Black phosphorus is built of layers. Strong covalent bonds hold each layer together, while neighbouring layers only touch. How much can so weak a contact matter to the electrons, and to the energy gap that decides how the material conducts? The PBE levels below answer this, because several of their rows would be identical if the layers did not interact.

Kohn-Sham levels of black phosphorus (space group Cmce, 4-atom cell) on a 3x3x2 k mesh, computed with FLEUR MaX-R8.1 (patched build s14) using the PBE functional and an all-electron LAPW basis, without spin polarisation or spin-orbit coupling. Fermi-Dirac smearing is 0.05 eV wide, and energies are counted from the highest filled level on the mesh.

| point a (reciprocal cell vector) | point b (reciprocal cell vector) | point c (reciprocal cell vector) | level point (row) | level under 2 (eV) | level under 1 (eV) | level over 1 (eV) | level over 2 (eV) |
| --- | --- | --- | --- | --- | --- | --- | --- |
| 0.0000 | 0.0000 | 0.0000 | 1 | -2.274 | -0.907 | 0.867 | 1.303 |
| 0.0000 | 0.3333 | 0.0000 | 2 | -2.373 | -1.269 | 0.648 | 1.838 |
| 0.0000 | 0.3333 | 0.5000 | 3 | -2.141 | -2.141 | 2.861 | 2.861 |
| 0.3333 | 0.3333 | 0.0000 | 4 | -1.798 | -1.329 | 0.945 | 1.361 |
| 0.3333 | 0.3333 | 0.5000 | 5 | -1.269 | -1.269 | 1.986 | 1.986 |
| 0.3333 | 0.6667 | 0.0000 | 6 | -1.803 | 0.000 | 0.856 | 1.114 |
| 0.3333 | 0.6667 | 0.5000 | 7 | -1.504 | -1.504 | 1.719 | 1.719 |

The coordinates a, b and c of a point say by what fraction of a full turn the electron wave changes phase from one cell to the next along the three cell vectors. "Level under 1" is the highest filled level at that point and "level over 1" the lowest empty one; their difference is the gap at the point. The zero is the highest filled level found on this mesh.

One primitive cell holds one layer. The first two cell vectors each lead to a neighbouring layer, and only their sum stays inside the layer, where it is the repeat along the zigzag direction. An electron confined to one layer would therefore feel only a + b and c. For such an electron points 1 and 6 would be the same, and by the mirror symmetry of the layer so would points 2 and 4, and points 3 and 5. Whatever differs within these pairs is due to electrons passing between layers.

**Point 1 and its partner, point 6.** The highest filled level rises by 0.907 eV from point 1 to point 6, while the lowest empty level hardly moves. The gap at the point thus falls from 1.774 to 0.856 eV. The highest filled states of black phosphorus are known to consist largely of p orbitals that stick out of the layer, so their lobes meet those of the next layer. At point 1 neighbouring layers carry the wave in step, and the low energy there indicates a more bonding contact. At point 6 the wave is a third of a turn out of step from layer to layer, and the contact becomes more antibonding. The still empty level may be a state that lies within the layer, or two states that change order between the points; the columns sort levels by energy, not by character, so the table cannot tell.

A chain of equally spaced hydrogen atoms behaves in the same way. Its level is lowest when neighbouring 1s orbitals have the same sign and highest when the signs alternate, with roughly a cosine in between. In the crystal each cell faces two nearest cells in the next layer, so if only the nearest contact counts, the cosine becomes a sum, $S=\cos 2\pi a+\cos 2\pi b$. The likeness holds only as long as one level can be followed by itself: the chain has one orbital per atom, whereas a phosphorus layer has many levels that can mix or change order.

This rule gives an estimate for a point that the mesh skips, Z at (1/2, 1/2, 0), where neighbouring layers are exactly out of step. The sum S is 2 at point 1, −1 at point 6 and −2 at Z. Three units of S raise the level by 0.907 eV, so the last unit should add 0.907/3 ≈ 0.30 eV. The valence top would then lie at Z, about 0.3 eV above the highest level in the table. Points 1 and 6 set the strength of the coupling here, so they do not test the rule.

**Point 2 and its partner, point 4.** This pair does test it, and the rule fails for the highest filled level. S drops by 1.5, which should raise the level by about 0.45 eV; instead it sinks by 0.06 eV. The second filled level, however, rises by 0.575 eV. So the layers are felt here too, and a level that stands still need not be blind to its neighbours: two pulls of opposite sign can cancel, as the next pair suggests. The lowest empty level rises by 0.297 eV, so the gap at the point widens here, from 1.917 to 2.274 eV, while in the other two pairs it shrinks.

**Point 3 and its partner, point 5.** Here the contact between layers acts on both sides of the gap. The highest filled level rises by 0.872 eV, nearly twice what the rule expects, and the lowest empty level falls by about as much. The gap at the point shrinks from 5.002 to 3.255 eV. Filled and empty levels can move in opposite directions because the signs of the facing lobes differ from state to state: the same change of phase makes one contact more antibonding and another more bonding. The rule thus misses one test pair in direction and the other in size.

Both misses have a likely common cause. An atom faces not only its two nearest atoms in the next layer but also two slightly farther ones, half an armchair repeat to either side. In the highest filled state the lobes are expected to alternate in sign along the zigzag chain, so this second contact pulls against the first. At c = 1/2 its two partners have opposite phase and it cancels, and since it involves no step along the zigzag it should act as strongly from 2 to 4 as from 1 to 6. The pair 3 and 5 then shows the nearest contact alone, 0.872 eV, which would give twice that, 1.744 eV, from 1 to 6; the second contact must take away 0.837 eV to leave 0.907. From 2 to 4 the two leave 0.872 − 0.837 = 0.035 eV, close to the small fall in the table. This is one test of a two-number fit, and the orbital make-up of the states would be needed to confirm it. From 1 through 6 to Z both contacts follow the same cosine, so the estimate for Z is unchanged, though it remains a rough size because orbital overlap and mixing bend the cosine.

Points 3, 5 and 7, which have c = 1/2, also show their levels in exact pairs. These are not spin partners, since each printed level already holds both spins. The crystal has a screw axis along c: half a turn plus half a repeat leaves it unchanged. Done twice, this is a shift by one full repeat, which at c = 1/2 reverses the sign of the wave. Combined with time reversal, the operation cannot then turn a state into itself, so each state needs a partner of equal energy.

**Point 7, seen from point 6.** This step runs inside the layer, along its armchair direction, and the gap at the point opens from 0.856 to 3.223 eV. It also widens in the matching steps from 2 to 3 and from 4 to 5, as is natural where the phase changes along strong covalent bonds. Symmetry makes the levels equal in pairs but does not fix their height. From 4 to 5 the highest filled level even rises slightly, and the gap widens only because the empty level rises much more.

What, then, is the gap of the solid? On this mesh the highest filled level is at point 6 and the lowest empty one at point 2, which gives 0.648 eV and makes the material look indirect. Black phosphorus is known to have its direct gap at Z, so that look may well come from the coarse mesh, which leaves Z out. For the gap to be direct in this cell, the lowest empty level at Z would have to lie more than 0.208 eV below its value at point 6, which the table cannot show; levels computed at Z would settle it. Further points can only raise the top or lower the bottom, which makes 0.648 eV an upper bound for this calculation; the estimated rise at Z alone would take away nearly half of it.

The spacing of the layers matters for the same reason. The cell used here is a few per cent longer than the real crystal along both the stacking and the armchair direction, by a rough recalled comparison, and the longer stacking weakens the contact. If the layers were pulled further apart, the partner rows would grow alike until they were equal. Pressed together, the layers would couple more strongly, and the valence top at Z would climb further above its value at point 1. The output below lists the phases, the shifts within each pair and the estimate for Z.

Output of the analysis:

```
Phases and gap at each point:
     row  point  zigzag phase in degrees  armchair phase in degrees  next-layer sum  gap at the point in eV
     0.0      1                        0                          0               2                   1.774
     0.0      2                      120                          0             0.5                   1.917
     0.0      3                      120                        180             0.5                   5.002
  0.3333      4                      120                          0              -1                   2.274
  0.3333      5                      120                        180              -1                   3.255
  0.3333      6                        0                          0              -1                   0.856
  0.3333      7                        0                        180              -1                   3.223
Stacking repeat of two layers in angstrom: 10.93
Point 1 to 6, change of top filled level in eV: 0.907
Point 1 to 6, change of lowest empty level in eV: -0.011
Point 1 to 6, change of gap in eV: -0.918
Point 2 to 4, change of top filled level in eV: -0.06
Point 2 to 4, change of second filled level in eV: 0.575
Point 2 to 4, change of lowest empty level in eV: 0.297
Point 2 to 4, change of gap in eV: 0.357
Point 3 to 5, change of top filled level in eV: 0.872
Point 3 to 5, change of lowest empty level in eV: -0.875
Point 3 to 5, change of gap in eV: -1.747
Armchair step 6 to 7, change of top filled level in eV: -1.504
Armchair step 6 to 7, change of lowest empty level in eV: 0.863
Armchair step 2 to 3, change of top filled level in eV: -0.872
Armchair step 2 to 3, change of lowest empty level in eV: 2.213
Armchair step 4 to 5, change of top filled level in eV: 0.06
Armchair step 4 to 5, change of lowest empty level in eV: 1.041
Smallest splitting of the top two filled levels at c zero in eV: 0.469
Smallest splitting of the lowest two empty levels at c zero in eV: 0.258
Smallest gap between any two mesh points in eV: 0.648
Smallest gap at one mesh point in eV: 0.856
Next-layer rule, valence level at Z above the mesh top in eV: 0.3023
Next-layer rule, expected rise from 2 to 4 and from 3 to 5 in eV: 0.4535
```
